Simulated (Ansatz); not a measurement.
## TiTe2: do energies and stresses tell the same story?

All numbers below come from DFT PBEsol, scalar-relativistic, plane waves, PAW (Ansatz).

Settings: cutoff 420 eV, Γ-centred mesh 12×12×8 on the computed 3-atom cell, Gaussian smearing of 0.10 eV; no spin polarisation.

Relaxed cell: P-3m1, a = 3.696 Å, b = 3.696 Å, c = 6.445 Å, α = 90.00°, β = 90.00°, γ = 120.00°, 3 atoms in the primitive cell. Whether it is the stable form of this composition wasn't checked.

Energies at zero smearing and pressures from the stress tensor, at volumes with shape and atoms relaxed:
```
V (Å³/atom) E − E(first) (meV/atom) P (GPa)
     23.890                     0.00     2.84
     24.653                    -9.59     1.21
     25.415                   -12.39    -0.01
     26.178                   -10.10    -0.95
     26.940                    -4.33    -1.56
```

Task: Check P = −dE/dV between neighbouring volumes, and get the bulk modulus from the pressures alone.

Result: With 1 eV/Å³ = 160.2 GPa:
```csv
middle V (Å³/atom),−ΔE/ΔV (GPa),mean P (GPa)
24.271,2.016,2.027
25.034,0.588,0.602
25.796,-0.482,-0.480
26.559,-1.211,-1.259
```

The two differ by 0.05 GPa at most. The mean of two end pressures misses the average over a step by about ΔV² P″/12, up to 0.05 GPa here; with that taken off 0.08 GPa remains, from the smearing term (the stress is the derivative of the free energy), the finite cutoff, the mesh or the relaxation's tolerance. Around V = 25.415 Å³/atom, the two neighbours give B = −V ΔP/ΔV = 25.415 × 2.16 / 1.525 = 36.1 GPa, against B0 = 34.9 GPa from the Birch–Murnaghan fit of the energies, which describes these points poorly (B0' = 10.0).